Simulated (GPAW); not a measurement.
# CdSe (F-43m) in GPAW: a series of runs, part 5 of 5

GPAW 26.7.0.

## (7) RPA correlation energy, PBE

Input file run.py:

```python
import numpy as np
from ase.io import read
from ase.units import Bohr, Ha
from gpaw import GPAW, PW
from gpaw.hybrids.energy import non_self_consistent_energy
from gpaw.xc.rpa import RPACorrelation

atoms = read('CdSe.cif')

for x in [1.0]:
    ecuts = np.array([128.0, 160.0, 200])
    a = atoms.copy()
    a.set_cell(atoms.cell * x**(1 / 3), scale_atoms=True)
    calc = GPAW(mode=PW(450),
                xc='PBE',
                kpts={'size': (3, 3, 3), 'gamma': True},
                occupations={'name': 'fermi-dirac', 'width': 0.05},
                nbands=18,
                convergence={'density': 1e-06},
                maxiter=60,
                txt=f'gs-{x:.2f}.txt')
    a.calc = calc
    dft = a.get_potential_energy(force_consistent=True)
    calc.write(f'gs-{x:.2f}.gpw')
    exx = non_self_consistent_energy(calc, 'EXX').sum()
    calc.diagonalize_full_hamiltonian(nbands=int(a.get_volume() / Bohr**3 * (ecuts[-1] / Ha)**1.5 * 2**0.5 / 3 / np.pi**2) + 30)
    calc.write(f'full-{x:.2f}.gpw', mode='all')
    ec = RPACorrelation(f'full-{x:.2f}.gpw', ecut=ecuts, nfrequencies=6, skip_gamma=False, txt=f'rpa-{x:.2f}.txt').calculate()
    slope, ec_inf = np.polyfit(ecuts**-1.5, ec, 1)
    print(f'V = {a.get_volume():.4f} A^3: DFT {dft:.5f}, EXX {exx:.5f}, correlation', *ec.round(5), f'extrapolated {ec_inf:.5f}, total {exx + ec_inf:.5f} eV', flush=True)
```

Input file CdSe.cif:

```cif
data_CdSe
_cell_length_a 4.34201917
_cell_length_b 4.34201917
_cell_length_c 4.34201917
_cell_angle_alpha 60.00000000
_cell_angle_beta 60.00000000
_cell_angle_gamma 60.00000000
_space_group_name_H-M_alt 'P1'
_space_group_name_Hall 'P 1'
_space_group_IT_number 1
loop_
_space_group_symop_operation_xyz
'x,y,z'
loop_
_atom_site_label
_atom_site_type_symbol
_atom_site_symmetry_multiplicity
_atom_site_Wyckoff_symbol
_atom_site_fract_x
_atom_site_fract_y
_atom_site_fract_z
_atom_site_occupancy
Cd1 Cd 1 a 0.0000000000 0.0000000000 0.0000000000 1
Se1 Se 1 a 0.2500000000 0.2500000000 0.2500000000 1
```

Potentials or basis: GPAW PAW data sets (gpaw-data 1.2.1), pw.

The run is started by

```bash
$ OMP_NUM_THREADS=1 python run.py
```

Standard output:

```text
Using integrator: PointIntegrator
FrequencyDescriptor(from 0.000+0.082j to 0.000+800.000j eV, 6 points)
Nonperiodic BCs:  [False False False]
Using integrator: PointIntegrator
FrequencyDescriptor(from 0.000+0.082j to 0.000+800.000j eV, 6 points)
Nonperiodic BCs:  [False False False]
Integrating chi0 body.

Symmetries of q_c:
    Direct symmetries (Uq -> q): 24
    Indirect symmetries (TUq -> q): 24
In total 48 allowed symmetries.
[... 33 lines left out ...]
4 groups of equivalent kpoints. 85.18518518518519% reduction.

Integral kind: hermitian response function
Integrating chi0 head and wings.

Symmetries of q_c:
    Direct symmetries (Uq -> q): 24
    Indirect symmetries (TUq -> q): 24
In total 48 allowed symmetries.
[... 29 lines left out ...]
  ( 1 -1  0)  ( 1 -1  0)  ( 1  0 -1)  ( 1  0 -1)  ( 1  0  0)  ( 1  0  0)
  ( 1  0 -1)  ( 1  0  0)  ( 1 -1  0)  ( 1  0  0)  ( 1 -1  0)  ( 1  0 -1)
  ( 1  0  0)  ( 1  0 -1)  ( 1  0  0)  ( 1 -1  0)  ( 1  0 -1)  ( 1 -1  0)

4 groups of equivalent kpoints. 85.18518518518519% reduction.

Integral kind: hermitian response function wings
Integrating chi0 body.

Symmetries of q_c:
    Direct symmetries (Uq -> q): 24
    Indirect symmetries (TUq -> q): 24
In total 48 allowed symmetries.
[... 33 lines left out ...]
4 groups of equivalent kpoints. 85.18518518518519% reduction.

Integral kind: hermitian response function
Integrating chi0 head and wings.

Symmetries of q_c:
    Direct symmetries (Uq -> q): 24
    Indirect symmetries (TUq -> q): 24
In total 48 allowed symmetries.
[... 29 lines left out ...]
  ( 1 -1  0)  ( 1 -1  0)  ( 1  0 -1)  ( 1  0 -1)  ( 1  0  0)  ( 1  0  0)
  ( 1  0 -1)  ( 1  0  0)  ( 1 -1  0)  ( 1  0  0)  ( 1 -1  0)  ( 1  0 -1)
  ( 1  0  0)  ( 1  0 -1)  ( 1  0  0)  ( 1 -1  0)  ( 1  0 -1)  ( 1 -1  0)

4 groups of equivalent kpoints. 85.18518518518519% reduction.

Integral kind: hermitian response function wings
Integrating chi0 body.

Symmetries of q_c:
    Direct symmetries (Uq -> q): 24
    Indirect symmetries (TUq -> q): 24
In total 48 allowed symmetries.
[... 33 lines left out ...]
4 groups of equivalent kpoints. 85.18518518518519% reduction.

Integral kind: hermitian response function
Integrating chi0 head and wings.

Symmetries of q_c:
    Direct symmetries (Uq -> q): 24
    Indirect symmetries (TUq -> q): 24
In total 48 allowed symmetries.
[... 29 lines left out ...]
  ( 1 -1  0)  ( 1 -1  0)  ( 1  0 -1)  ( 1  0 -1)  ( 1  0  0)  ( 1  0  0)
  ( 1  0 -1)  ( 1  0  0)  ( 1 -1  0)  ( 1  0  0)  ( 1 -1  0)  ( 1  0 -1)
  ( 1  0  0)  ( 1  0 -1)  ( 1  0  0)  ( 1 -1  0)  ( 1  0 -1)  ( 1 -1  0)

4 groups of equivalent kpoints. 85.18518518518519% reduction.

Integral kind: hermitian response function wings
Integrating chi0 body.

Symmetries of q_c:
    Direct symmetries (Uq -> q): 2
    Indirect symmetries (TUq -> q): 2
In total 4 allowed symmetries.

  ( 1  0  0)  ( 0  1  0)  (-1  0  1)  ( 0 -1  1)
  ( 0  1  0)  ( 1  0  0)  ( 0 -1  1)  (-1  0  1)
  ( 0  0  1)  ( 0  0  1)  ( 0  0  1)  ( 0  0  1)

12 groups of equivalent kpoints. 55.55555555555556% reduction.

Integral kind: hermitian response function
Integrating chi0 body.

Symmetries of q_c:
    Direct symmetries (Uq -> q): 2
    Indirect symmetries (TUq -> q): 2
In total 4 allowed symmetries.

  ( 1  0  0)  ( 0  1  0)  (-1  0  1)  ( 0 -1  1)
  ( 0  1  0)  ( 1  0  0)  ( 0 -1  1)  (-1  0  1)
  ( 0  0  1)  ( 0  0  1)  ( 0  0  1)  ( 0  0  1)

12 groups of equivalent kpoints. 55.55555555555556% reduction.

Integral kind: hermitian response function
Integrating chi0 body.

Symmetries of q_c:
    Direct symmetries (Uq -> q): 2
    Indirect symmetries (TUq -> q): 2
In total 4 allowed symmetries.

  ( 1  0  0)  ( 0  1  0)  (-1  0  1)  ( 0 -1  1)
  ( 0  1  0)  ( 1  0  0)  ( 0 -1  1)  (-1  0  1)
  ( 0  0  1)  ( 0  0  1)  ( 0  0  1)  ( 0  0  1)

12 groups of equivalent kpoints. 55.55555555555556% reduction.

Integral kind: hermitian response function
Integrating chi0 body.

Symmetries of q_c:
    Direct symmetries (Uq -> q): 4
    Indirect symmetries (TUq -> q): 4
In total 8 allowed symmetries.

  ( 1  0  0)  ( 1  0 -1)  ( 0  1  0)  ( 0  1 -1)  ( 0  1 -1)  ( 0  1  0)
  ( 0  1  0)  ( 0  1 -1)  ( 1  0  0)  ( 1  0 -1)  ( 0  1  0)  ( 0  1 -1)
  ( 0  0  1)  ( 0  0 -1)  ( 0  0  1)  ( 0  0 -1)  (-1  1  0)  (-1  1  0)

  ( 1  0 -1)  ( 1  0  0)
  ( 1  0  0)  ( 1  0 -1)
  ( 1 -1  0)  ( 1 -1  0)

9 groups of equivalent kpoints. 66.66666666666667% reduction.
[... 4 lines left out ...]
Symmetries of q_c:
    Direct symmetries (Uq -> q): 4
    Indirect symmetries (TUq -> q): 4
In total 8 allowed symmetries.

  ( 1  0  0)  ( 1  0 -1)  ( 0  1  0)  ( 0  1 -1)  ( 0  1 -1)  ( 0  1  0)
  ( 0  1  0)  ( 0  1 -1)  ( 1  0  0)  ( 1  0 -1)  ( 0  1  0)  ( 0  1 -1)
  ( 0  0  1)  ( 0  0 -1)  ( 0  0  1)  ( 0  0 -1)  (-1  1  0)  (-1  1  0)

  ( 1  0 -1)  ( 1  0  0)
  ( 1  0  0)  ( 1  0 -1)
  ( 1 -1  0)  ( 1 -1  0)

9 groups of equivalent kpoints. 66.66666666666667% reduction.
[... 4 lines left out ...]
Symmetries of q_c:
    Direct symmetries (Uq -> q): 4
    Indirect symmetries (TUq -> q): 4
In total 8 allowed symmetries.

  ( 1  0  0)  ( 1  0 -1)  ( 0  1  0)  ( 0  1 -1)  ( 0  1 -1)  ( 0  1  0)
  ( 0  1  0)  ( 0  1 -1)  ( 1  0  0)  ( 1  0 -1)  ( 0  1  0)  ( 0  1 -1)
  ( 0  0  1)  ( 0  0 -1)  ( 0  0  1)  ( 0  0 -1)  (-1  1  0)  (-1  1  0)

  ( 1  0 -1)  ( 1  0  0)
  ( 1  0  0)  ( 1  0 -1)
  ( 1 -1  0)  ( 1 -1  0)

9 groups of equivalent kpoints. 66.66666666666667% reduction.
[... 41 lines left out ...]
10 groups of equivalent kpoints. 62.96296296296296% reduction.

Integral kind: hermitian response function
```

stdout:

```text
IBZ(<points: 4, symmetries: 24>)
Occupied bands: 10
DFT energy: -5.451759120035882 eV
minus DFT-XC energy: 7.644397578615494 eV
Core-core contribution:          -6147.798
Valence-core contribution:        -166.725
Valence-valence contribution:     -183.135
V = 57.8842 A^3: DFT -5.45202, EXX 91.25944, correlation -16.43743 -17.28572 -17.8387 extrapolated -19.32462, total 71.93482 eV
```

Wall time 90 s (1 thread of Arm Neoverse V1, shared host); peak memory 0.38 GiB.

Results:

- Free energy: -5.4520 eV
- Band gap on the k mesh, mean-field level: 0.50 eV, direct
- RPA total energy per cell: 71.935 eV

Caveat: the k mesh is coarse (spacing up to 0.59 Å⁻¹), so the values aren't converged; the long-wavelength limit can be off by several per cent where d states take part; an odd mesh through Γ misses points on the zone boundary, where band edges often lie.

## (8) The reference run

An earlier run on the cell as given: functional PBE; potentials or basis GPAW PAW data sets (gpaw-data 1.2.1); cutoff 600 eV; basis pw; k mesh 8 × 8 × 8; occupations fermi-dirac, width 0.05 eV; no spin polarisation.

- Pressure: 1.1 GPa
- Band gap on the k mesh: 0.54 eV, direct

## (9) The runs side by side

| task | level | potentials or basis | cell | k mesh | cutoff (eV) | smearing | maxiter | random start of the orbitals | convergence | displacement | relaxed first | grid spacing | other keys | mesh quality | gap on the mesh (eV) | pressure (GPa) |
| --- | --- | --- | --- | --- | --- | --- | --- | --- | --- | --- | --- | --- | --- | --- | --- | --- |
| equation of state | PBE | GPAW PAW data sets (gpaw-data 1.2.1), lcao:dzp | as given | 6 × 6 × 6 | - | fermi-dirac 0.05 eV | 150 | - | - | - | - | 0.18 Å | - | not flagged | - | - |
| Born charges | PW91 | PAW data sets generated in the run's folder for this functional, pw | relaxed | 5 × 5 × 5 | 510 | fermi-dirac 0.01 eV | 75 | yes | density=1e-06 eigenstates=1e-09 | 0.02 | cell | - | several, not listed | coarse | 0.47 | 0.0 |
| phonons | RPBE+D4 | the program's PAW data sets (release 1.2.1) made for this functional, fd | atoms relaxed | 8 × 8 × 8 | - | fermi-dirac 0.05 eV | 150 | - | density=1e-06 eigenstates=1e-09 | 0.01 | ions | 0.16 Å | - | not flagged | 0.72 | - |
| Wannier functions | PBEsol | PAW data sets generated in the run's folder for this functional, pw | as given | 8 × 8 × 8 | 600 | fermi-dirac 0.05 eV | 150 | - | - | - | - | - | - | not flagged | 0.42 | -1.6 |
| RPA correlation energy | PBE | GPAW PAW data sets (gpaw-data 1.2.1), pw | as given | 3 × 3 × 3 | 450 | fermi-dirac 0.05 eV | 75 | - | - | - | - | - | several, not listed | coarse | - | - |
| RPA correlation energy | PBE | GPAW PAW data sets (gpaw-data 1.2.1), pw | as given | 3 × 3 × 3 | 450 | fermi-dirac 0.05 eV | 60 | - | - | - | - | - | several, not listed | coarse | - | - |
| single point | PBE | GPAW PAW data sets (gpaw-data 1.2.1), pw | as given | 8 × 8 × 8 | 600 | fermi-dirac 0.05 eV | 150 | - | - | - | - | - | - | not flagged | 0.54 | 1.1 |

Alike in all rows: no spin polarisation.

Caveats: some runs use coarse meshes; the LO-TO splitting is left out (some runs); the long-wavelength limit can be off by several per cent where d states take part (some runs); an odd mesh through Γ misses points on the zone boundary, where band edges often lie (some runs); the basis of atomic orbitals isn't converged, which shifts pressures, moduli and gaps (some runs); the cutoff is short for stress and forces, so pressures can be off by a GPa or more (some runs).

Absolute energies hang on the potentials; compare differences alone.
